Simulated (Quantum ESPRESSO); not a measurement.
Runs of Quantum ESPRESSO 7.5 on Ni. Symmetry: Im-3m, No. 229, cubic system. Conventional cell: a = 2.767 Å, b = 2.767 Å, c = 2.767 Å, α = 90.00°, β = 90.00°, γ = 90.00°. Around Ni (site symmetry m-3m) lie 8 Ni at 2.40 Å. This isn't the form of Ni at room conditions, which is fcc.

```csv
task,level,potentials or basis,spin,U,k mesh,smearing,hubbard projectors,mixing beta,iterations,form of the LDA correlation,gap on the mesh (eV),pressure (GPa),moment (μB)
single point,PBEsol+U,GBRV 1.5 PBEsol,"collinear, ferromagnetic start",Ni d U = 3 eV,13 × 13 × 13,fermi-dirac 0.05 eV,atomic,0.3,-,-,none,-4.7,0.62
single point,PBEsol,GBRV 1.5 PBEsol,"collinear, ferromagnetic start",-,13 × 13 × 13,fermi-dirac 0.05 eV,atomic,0.3,-,-,none,-2.5,0.62
single point,PBEsol+U,GBRV 1.5 PBEsol,"collinear, ferromagnetic start",Ni d U = 6 eV,13 × 13 × 13,fermi-dirac 0.05 eV,atomic,0.3,-,-,none,-5.6,0.63
energy-loss spectrum,LDA,GBRV 1.5 LDA,off,-,9 × 9 × 9,gaussian 0.2 eV,-,0.5,300,PZ81,none,-12.2,-
single point,PBEsol+U,GBRV 1.5 PBEsol,"collinear, ferromagnetic start",Ni d U = 4 eV,13 × 13 × 13,fermi-dirac 0.05 eV,atomic,0.3,-,-,none,-5.1,0.62
single point,PBEsol+U,GBRV 1.5 PBEsol,"collinear, ferromagnetic start",Ni d U = 1 eV,13 × 13 × 13,fermi-dirac 0.05 eV,atomic,0.3,-,-,none,(a),0.62
single point,PBEsol+U,GBRV 1.5 PBEsol,"collinear, ferromagnetic start",Ni d U = 5 eV,13 × 13 × 13,fermi-dirac 0.05 eV,atomic,0.3,-,-,none,-5.4,0.63
single point,PBEsol+U,GBRV 1.5 PBEsol,"collinear, ferromagnetic start",Ni d U = 2 eV,13 × 13 × 13,fermi-dirac 0.05 eV,atomic,0.3,-,-,none,(b),0.61
single point,PBEsol+U,GBRV 1.5 PBEsol,"collinear, ferromagnetic start",Ni d U = 8 eV,13 × 13 × 13,fermi-dirac 0.05 eV,atomic,0.3,-,-,none,(c),0.62
```

Alike in all rows: cell as given; cutoff (eV) 612.

Task: Estimate the missing entries.

Result: (a) -3.4; (b) -4.1; (c) -6.1.

Caveats: the U is typed as a test and isn't derived for this compound (some runs).

A k mesh can miss the band edges.

A gap of «none» marks a metal or a gap under the smearing width.

Not every run made on this cell is shown here.
